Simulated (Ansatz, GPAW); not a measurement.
# Ballistic transport through a Pb chain with an H atom on top of one atom, from relaxation to T(E), part 4 of 4

Aim: the conductance of a Pb chain with an H atom on top of one atom after relaxation, and whether geometry, basis or functional moves it most.

GPAW 26.7.0 and Ansatz 0.2.0; Ansatz plane waves; relaxation of the junction with the lead ends held; PAW set soft_1 (the session's first sound run).

So far, transmission at the Fermi level (one spin): step 3 (plane-wave reference (PBE)) 1.89; step 5 (GPAW, szp: basis = "szp(dzp)", PBE, GPAW) 1.89; step 6 (GPAW, sz: basis = "sz(dzp)", PBE, GPAW) 1.90; step 7 (LDA in the dzp basis: xc = "LDA") 1.91; step 8 (without the relaxation: geometry = "as built", PBE, GPAW) 2.20.

**10. The levels side by side**

The curves are compared point by point over the common energies.

This step: comparison of transmission and cost over codes, levels and geometry; PAW set soft_1 (GPAW 26.7.0).

Ladder, by row:

```csv
step,code,T at the Fermi level (sum over the listed spins),conductance (G0),r.m.s. T(E) from the first,wall time (s),peak memory (GiB),threads
pw-pbe,Ansatz,1.885,1.883,0,66.54,3.549,4
dzp,GPAW,1.885,1.881,0.02778,82.2,1.23,1
szp,GPAW,1.894,1.892,0.04211,67.7,1.2,1
sz,GPAW,1.899,1.897,0.06498,51.1,1.13,1
dzp-LDA,GPAW,1.915,1.914,0.03892,70.61,1.23,1
asbuilt,GPAW,2.2,2.199,0.4093,64.31,1.2,1
```

The transmission, zone mean, sum over the listed spins by energy, zero at the Fermi level:

```
energy (eV)  pw-pbe    dzp    szp     sz  dzp-LDA  asbuilt
     -2.000   0.125  0.151  0.160  0.195    0.170    0.966
     -1.800   0.286  0.339  0.368  0.434    0.358    0.977
     -1.600   0.709  0.783  0.807  0.884    0.808    0.985
     -1.500   0.962  0.985  0.987  0.998    0.992    0.987
     -1.475   0.992  0.998  0.998  0.988    0.998    0.988
     -1.450   0.999  0.992  0.993  0.962    0.984    0.989
     -1.400   0.949  0.927  0.937  0.877    0.909    0.990
     -1.200   0.481  0.492  0.532  0.469    0.477    0.993
     -1.000   0.260  0.281  0.313  0.278    0.277    0.996
     -0.800   0.296  0.316  0.333  0.353    0.316    0.998
     -0.600    1.22   1.18   1.18   1.28     1.17     2.00
     -0.400    1.80   1.78   1.78   1.82     1.79     2.10
     -0.200    1.88   1.87   1.88   1.88     1.89     2.18
      0.000    1.89   1.88   1.89   1.90     1.91     2.20
      0.200    1.84   1.84   1.85   1.85     1.87     2.17
      0.400    1.84   1.84   1.84   1.83     1.87     2.14
      0.600    1.92   1.91   1.91   1.89     1.93     2.13
      0.800    1.99   1.97   1.98   1.94     1.99     2.13
      1.000    2.02   2.00   2.00   1.97     2.02     2.12
      1.100    2.02   2.01   2.00   1.97     2.02     2.12
      1.175    2.02   2.01   2.00   1.97     2.02     2.12
      1.200    2.02   2.01   2.00   1.97     2.01     2.12
      1.225    2.02   2.01   2.00   1.97     2.01     2.12
      1.400    2.01   2.00   1.99   1.97     2.00     2.11
      1.600    1.99   1.99   1.98   1.96     1.99     2.10
      1.800    1.95   1.95   1.94   1.93     1.94     2.09
      2.000    1.80   1.80   1.80   1.81     1.79     2.07
```

**11. Smearing 0.025: width = 0.025**

Smearing helps the SCF of a metal converge, but it blurs occupations at band edges near the Fermi level.

This step: GPAW LCAO, PAW setups; Landauer transmission from Green's functions with principal layers (ASE), zero bias (GPAW 26.7.0).

run.py reads:

```python
import json
import numpy as np
from ase import Atoms
from ase.transport.calculators import TransportCalculator
from gpaw import GPAW, FermiDirac
from gpaw.lcao.tools import get_lcao_hamiltonian
from scipy.linalg import eigh

# The junction with lead layers at both ends, along the third cell vector
device = Atoms(
    ['Pb', 'Pb', 'Pb', 'Pb', 'Pb', 'Pb', 'Pb', 'H', 'Pb', 'Pb', 'Pb', 'Pb', 'Pb', 'Pb'],
    positions=[
        [4.50000, 4.50000, 1.45000],
        [4.50000, 4.50000, 4.35000],
        [4.50000, 4.50000, 7.25000],
        [4.50000, 4.50000, 10.15000],
        [3.47301, 4.36968, 12.94873],
        [4.59851, 4.51373, 15.69812],
        [4.05990, 4.42749, 18.83816],
        [5.91837, 4.72292, 18.85745],
        [4.58707, 4.49531, 21.98064],
        [3.49696, 4.31852, 24.74264],
        [4.50000, 4.50000, 27.55000],
        [4.50000, 4.50000, 30.45000],
        [4.50000, 4.50000, 33.35000],
        [4.50000, 4.50000, 36.25000]],
    cell=[[9.0, 0.0, 0.0], [0.0, 9.0, 0.0], [0.0, 0.0, 37.7]],
    pbc=True)

# One principal layer of the lead: the first 3 atoms of the device
lead = Atoms(
    ['Pb', 'Pb', 'Pb'],
    positions=[
        [4.50000, 4.50000, 1.45000],
        [4.50000, 4.50000, 4.35000],
        [4.50000, 4.50000, 7.25000]],
    cell=[[9.0, 0.0, 0.0], [0.0, 9.0, 0.0], [0.0, 0.0, 8.7]],
    pbc=True)

settings = dict(mode='lcao', basis='dzp', xc='PBE', h=0.2,
                occupations=FermiDirac(0.025), maxiter=250,
                mixer=dict(beta=0.1, nmaxold=8, weight=100.0),
                convergence=dict(density=0.0001))
energies = np.arange(-2, 2 + 1e-9, 0.025)
eta = 0.0001
n1, n2 = 1, 1
# k and -k transmit alike, so half of the mesh across the current serves
mesh = [(i, j) for i in range(n1) for j in range(n2) if (i, j) <= (-i % n1, -j % n2)]
weights = np.array([1 if (i, j) == (-i % n1, -j % n2) else 2 for i, j in mesh]) / (n1 * n2)


def ground_state(atoms, size, txt):
    atoms.calc = GPAW(kpts={'size': size, 'gamma': True}, symmetry={'tolerance': 1e-3}, txt=txt, **settings)
    atoms.get_potential_energy()
    return atoms.calc.get_fermi_level()


def blocks(atoms, fermi, points, nz, cells):
    """H - E_F S and S between cell 0 and the cells above it, at each point across the current."""
    kz = np.arange(nz) / nz
    calc = atoms.calc.fixed_density(kpts=[(*k, z) for k in points for z in kz], symmetry='off', txt=None)
    H, S = get_lcao_hamiltonian(calc)
    H = (H - fermi * S).reshape(len(H), len(points), nz, *S.shape[1:])
    S = S.reshape(H.shape[1:])
    phases = [np.exp(-2j * np.pi * kz * R) / nz for R in cells]
    return [(np.einsum('skzij,z->ksij', H, p), np.einsum('kzij,z->kij', S, p)) for p in phases]


def pair(a, b):
    return np.block([[a, b], [b.T.conj(), a]])


def count_channels(h, s, cells, nk=240):
    """Half the number of times that the lead's bands cross each energy, unfolded to its shortest repeat."""
    b = len(h) // cells
    bands = []
    for k in (np.arange(nk + 1) + 0.5) / nk:
        hk, sk = h[:b, :b].copy(), s[:b, :b].copy()
        for R in range(1, cells):
            phase, block = np.exp(2j * np.pi * k * R), slice(R * b, (R + 1) * b)
            hk += h[:b, block] * phase + (h[:b, block] * phase).T.conj()
            sk += s[:b, block] * phase + (s[:b, block] * phase).T.conj()
        w, u = eigh(sk)
        x = u[:, w > 1e-5] / w[w > 1e-5]**0.5  # drop near-dependent combinations
        bands.append(np.r_[eigh(x.T.conj() @ hk @ x, eigvals_only=True), [1e9] * (w <= 1e-5).sum()])
    below = np.array(bands)[:, :, None] < energies
    return (below[1:] != below[:-1]).sum((0, 1)) / 2


fermi_lead = ground_state(lead, (1, 1, 13), 'lead.txt')
fermi_device = ground_state(device, (1, 1, 2), 'device.txt')
T, channels, eigen, tail, misfit, shifts = [], [], [], 0.0, 0.0, []
for first in range(0, len(mesh), 566):
    points = [(i / n1, j / n2) for i, j in mesh[first:first + 566]]
    (H0k, S0k), (H1k, S1k), (H2k, _) = blocks(lead, fermi_lead, points, 5, range(3))
    [(Hk, Sk)] = blocks(device, fermi_device, points, 2, [0])
    tail = max(tail, abs(H2k).max())
    for H0, S0, H1, S1, H, S in zip(H0k, S0k, H1k, S1k, Hk, Sk):
        n = len(S0)
        # Shift the lead onto the potential of the device's first layer
        shift = ((H[:, 0, 0] - H0[:, 0, 0]) / S0[0, 0]).real.mean()
        shifts.append(shift)
        misfit = max(misfit, abs(H[:, :n, :n] - H0 - shift * S0).max())
        Tk, Ck, Ek = [], [], []
        for s in range(len(H)):
            t = s % len(H0)  # a lead without moments serves both spins
            h1, s1 = pair(H0[t] + shift * S0, H1[t] + shift * S1), pair(S0, S1)
            leads = dict(h1=h1, s1=s1, energies=energies, eta=eta, eta1=eta, eta2=eta)
            calc = TransportCalculator(h=H[s], s=S, eigenchannels=3, **leads)
            Tk.append(calc.get_transmission())
            Ek.append(np.sort(calc.eigenchannels_ne, axis=0)[::-1])
            Ck.append(count_channels(h1, s1, 6))
        T.append(Tk)
        channels.append(Ck)
        eigen.append(Ek)
T, channels = np.array(T), np.array(channels)
mean, open_channels = np.einsum('kse,k->se', T, weights), np.einsum('kse,k->se', channels, weights)

print(f'basis functions: device {len(S)}, principal layer {n}')
print(f'Fermi level: lead {fermi_lead:.4f} eV, device {fermi_device:.4f} eV; lead shifted by {np.mean(shifts):.4f} eV')
print(f'largest coupling past the next layer {tail:.2e} eV, largest misfit of the first layer {misfit:.3f} eV')
print('  E-E_F (eV)   ' + 'T (one spin)  channels')
for e, t, c in zip(energies, mean.T, open_channels.T):
    print(f'{e:10.3f}  ', *[f'{x:11.4e}' for x in t], *[f'{x:9.4f}' for x in c])

kT = 8.617333e-5 * 300
fine = np.linspace(energies[0], energies[-1], 4001)
both = np.exp(np.interp(fine, energies, np.log(np.maximum(mean.sum(0) * 2 / len(mean), 1e-30))))
fermi = lambda mu: 1 / (1 + np.exp(np.clip((fine - mu) / kT, -200, 200)))
slope = fermi(0) * (1 - fermi(0)) / kT
G = np.trapezoid(both * slope, fine) / 2
seebeck = -np.trapezoid(both * slope * fine, fine) / (2 * G * 300) * 1e6
print(f'conductance at 300 K: {G:.5g} G0 a cell; thermopower {seebeck:.4g} uV/K')
bias = [0.1, 0.2, 0.5, 1.0, 1.5, 2.0]
current = [38.74 * np.trapezoid(both * (fermi(V / 2) - fermi(-V / 2)), fine) for V in bias]
for V, I in zip(bias, current):
    print(f'current from the zero-bias T(E) at {V} V: {I:.5g} uA')
zero = abs(energies).argmin()
json.dump(dict(energies=energies.tolist(), T=mean.tolist(), channels=open_channels.tolist(), G=G, seebeck=seebeck,
               bias=bias, current=current, tail=tail, misfit=misfit, shift=np.mean(shifts), n_device=len(S), n_lead=n,
               fermi=[fermi_lead, fermi_device], energy=device.get_potential_energy(),
               moments=device.get_magnetic_moments().tolist(), mesh=mesh, weights=weights.tolist(),
               T_k=T[:, :, zero].tolist(), eigen=np.array(eigen[0]).tolist()), open('result.json', 'w'))
```

The run is started by

```bash
> OMP_NUM_THREADS=1 OPENBLAS_NUM_THREADS=1 python run.py
```

Log:

```text
basis functions: device 304, principal layer 69
Fermi level: lead -2.5800 eV, device -2.4595 eV; lead shifted by 0.0114 eV
largest coupling past the next layer 2.76e-08 eV, largest misfit of the first layer 0.040 eV
  E-E_F (eV)   T (one spin)  [channel counts left out]
    -2.000    1.6216e-01
    -1.975    1.7939e-01
    -1.950    1.9872e-01
    -1.925    2.2043e-01
    -1.900    2.4485e-01
    -1.875    2.7233e-01
    -1.850    3.0327e-01
    -1.825    3.3808e-01
    -1.800    3.7718e-01
    -1.775    4.2097e-01
    -1.750    4.6972e-01
    -1.725    5.2357e-01
    -1.700    5.8231e-01
    -1.675    6.4528e-01
    -1.650    7.1118e-01
    -1.625    7.7787e-01
[...]
1.825    1.9345e+00
     1.850    1.9199e+00
     1.875    1.9023e+00
     1.900    1.8815e+00
     1.925    1.8573e+00
     1.950    1.8295e+00
     1.975    1.7981e+00
     2.000    1.7634e+00
conductance at 300 K: 1.8805 G0 a cell; thermopower -0.1611 uV/K
current from the zero-bias T(E) at 0.1 V: 14.543 uA
current from the zero-bias T(E) at 0.2 V: 28.951 uA
current from the zero-bias T(E) at 0.5 V: 71.868 uA
current from the zero-bias T(E) at 1.0 V: 142.18 uA
current from the zero-bias T(E) at 1.5 V: 202.34 uA
current from the zero-bias T(E) at 2.0 V: 247.22 uA
```

Wall time 82 s (1 thread of Intel Xeon Platinum 8375C at 2.90GHz (Ice Lake), shared host); peak memory 1.2 GiB.

This step gave:

- conductance: 1.880 G₀
- largest misfit of the first principal layer: 0.04009 eV
- shift that aligns the lead: 0.01142 eV
- transmission at the Fermi level (one spin): 1.889

One spin. Table of transmission, zone mean by energy, zero at the Fermi level:

```
energy (eV)  transmission, zone mean
     -2.000                    0.162
     -1.900                    0.245
     -1.800                    0.377
     -1.700                    0.582
     -1.600                    0.842
     -1.500                    0.997
     -1.400                    0.887
     -1.300                    0.652
     -1.200                    0.458
     -1.100                    0.335
     -1.000                    0.267
     -0.900                    0.249
     -0.800                    0.326
     -0.700                    0.966
     -0.675                     1.36
     -0.600                     1.21
     -0.500                     1.66
     -0.400                     1.81
     -0.300                     1.83
     -0.200                     1.86
     -0.125                     1.91
     -0.100                     1.70
      0.000                     1.89
      0.100                     1.86
      0.200                     1.83
      0.300                     1.82
      0.400                     1.84
      0.500                     1.89
      0.600                     1.93
      0.700                     1.96
      0.800                     1.99
      0.900                     2.01
      1.000                     2.01
      1.050                     2.02
      1.100                     2.01
      1.200                     2.01
      1.300                     2.00
      1.400                     2.00
      1.500                     1.99
      1.600                     1.99
      1.700                     1.98
      1.800                     1.95
      1.900                     1.88
      2.000                     1.76
```

Not self-consistent under bias; the bias window is split evenly. The current through one cell, from the zero-bias transmission by bias:

```
bias (V)  current through one cell, from the zero-bias transmission (μA)
   0.100                                                            14.5
   0.200                                                            29.0
   0.500                                                            71.9
   1.000                                                             142
   1.500                                                             202
   2.000                                                             247
```

The transmission of the three most open eigenchannels by energy, zero at the Fermi level:

```csv
energy (eV),channel 1,channel 2,channel 3
-2.000,0.162,0,0
-1.800,0.377,0,0
-1.600,0.842,0,0
-1.400,0.887,0,0
-1.200,0.458,0,0
-1.000,0.267,0,0
-0.800,0.326,0,0
-0.600,0.996,0.211,0.00276
-0.400,0.997,0.808,0.00861
-0.200,0.998,0.846,0.0211
0.000,0.977,0.870,0.0413
0.200,0.892,0.866,0.0671
0.400,0.933,0.818,0.0933
0.600,0.995,0.820,0.115
0.800,0.985,0.872,0.129
1.000,0.954,0.942,0.119
1.200,0.982,0.939,0.0888
1.400,0.996,0.952,0.0508
1.600,0.999,0.966,0.0238
1.800,0.999,0.937,0.0108
2.000,0.999,0.760,0.00504
```

The conductance equals that of the dzp run to 0.2 %.

**12. Outcome**

```yaml
conductance: 1.88 G₀
transmission_at_the_fermi_level_mean_of_the_spins: 1.88
thermopower: about 0 (under 1.5 μV/K)
```

**Reading.** In the dzp basis the junction conducts 1.88 G₀ at 300 K, with T = 1.88 a spin at the Fermi level; the sz basis reaches that conductance within 10 %. Relaxation moved atoms by up to 1.0 Å and took the conductance from 2.20 to 1.88 G₀, as a ratio a larger change than the step from dzp to the minimal basis. Plane waves (PBE) give T = 1.89 there. At the Fermi level the three most open eigenchannels pass 0.99, 0.86 and 0.039. Measured against the first run (pw-pbe), the nearest curve is that of dzp (r.m.s. 0.028) and the farthest that of asbuilt (0.41). Over the compared runs wall time goes from 51 s (sz) to 82 s (dzp), on a shared host; the plane-wave run used 4 threads and the orbital runs 1. The leads kept an estimated spacing and the cell its length, so the junction may be under some tension or compression. The run had no spin polarisation, so a magnetic state, which chains and small molecules with open shells often have, wasn't tested. Spin-orbit coupling is left out, which matters for the heavy atoms here. An evenly spaced straight chain is an idealisation: free chains tend to dimerise, zigzag or, where a band edge lies near the Fermi level, turn magnetic. The currents use the zero-bias T(E) throughout, which holds only while the bias is small against the distance to the nearest feature.

[Logs are printed without paths, hosts, clocks, repeated set-up lines and the standing remarks that a program may print on its own settings, such as how far it seeks lower states.]

[Hosts, paths, dates, database ids (printed as entryN), source tags and the programs' standing remarks are cut or masked in the printed files.]
